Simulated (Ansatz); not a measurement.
The system is Be.

```
CELL_PARAMETERS angstrom
-1.25312 1.25312 1.25312
1.25312 -1.25312 1.25312
1.25312 1.25312 -1.25312
ATOMIC_POSITIONS crystal
Be 0.00000 0.00000 0.00000
```

This isn't the form of Be at room conditions, which is hcp.

```yaml
Program: Ansatz 0.2.0
Task: single point
Functional: PBE
Potentials_or_basis: Ansatz PAW
Cutoff: "420 eV (not typed: the program's choice for these potentials)"
k_mesh: 15 × 15 × 15
Occupations: fermi-dirac, width 0.05 eV
Spin: no spin polarisation
```

On this cell: pressure -0.8 GPa; band gap on the k mesh none (metal or under the smearing width).

The same run follows on a disturbed copy (cell strained at random at fixed volume):

```
Be
1.0
    -1.26090    1.21568    1.26380
     1.26073   -1.23085    1.27880
     1.26541    1.23536   -1.27896
Be
1
Direct
  0.00279 0.99550 0.99282
```

**Question.** What changes?

**Answer.** The energy (extrapolated to zero smearing) moves by +3.1 meV/atom; pressure -0.7 GPa; band gap on the k mesh none (metal or under the smearing width).

Stress tensor (GPa, compression positive):
```
-1.63 -0.71  0.01
-0.71  1.59  2.39
 0.01  2.39 -2.18
```
